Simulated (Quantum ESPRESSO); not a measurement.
BAs:

```
CELL_PARAMETERS angstrom
0.00000 2.38850 2.38850
2.38850 0.00000 2.38850
2.38850 2.38850 0.00000
ATOMIC_POSITIONS crystal
As 0.75000 0.75000 0.75000
B 0.00000 0.00000 0.00000
```

| Property | Result |
| --- | --- |
| Program | Quantum ESPRESSO 7.5 |
| Task | phonons |
| Functional | PBE |
| Potentials or basis | SG15 PBE 1.2 |
| Cutoff | 952 eV |
| Density cutoff | 3810 eV |
| k mesh | 8 × 8 × 8, shifted |
| Occupations | fermi-dirac, width 0.05 eV |
| Spin | no spin polarisation |
| Mixing beta | 0.5 |
| Most SCF iterations | 120 |
| SCF threshold | 4e-10 Ry |

The first run showed a gap, so the response started from a second, tighter run with fixed occupations.

Where do the zone-centre optical modes lie?

T2 at 690 cm⁻¹ (IR and Raman). Polar modes are given without the macroscopic field (transverse values).

Optical modes at Γ, degenerate ones joined, polar ones without the macroscopic field:
| cm⁻¹ | components | symmetry | active in | IR intensity, summed ((D/Å)²/amu) |
| --- | --- | --- | --- | --- |
| 690 | 3 | T2 | IR and Raman | 2.01 |

Zone-centre frequencies without and with the macroscopic field along z (cm⁻¹):
|  | optical modes in rising order |
| --- | --- |
| without | 690 690 690 |
| with the field | 690 690 694 |

Born effective charge tensors (e):
atom 1, As
```
0.52 0.00 0.00
0.00 0.52 0.00
0.00 0.00 0.52
```
atom 2, B
```
-0.52  0.00  0.00
 0.00 -0.52  0.00
 0.00  0.00 -0.52
```

Electronic dielectric tensor:
```
9.77 0.00 0.00
0.00 9.77 0.00
0.00 0.00 9.77
```

Static dielectric tensor, electrons and zone-centre modes:
```
9.88 0.00 0.00
0.00 9.88 0.00
0.00 0.00 9.88
```
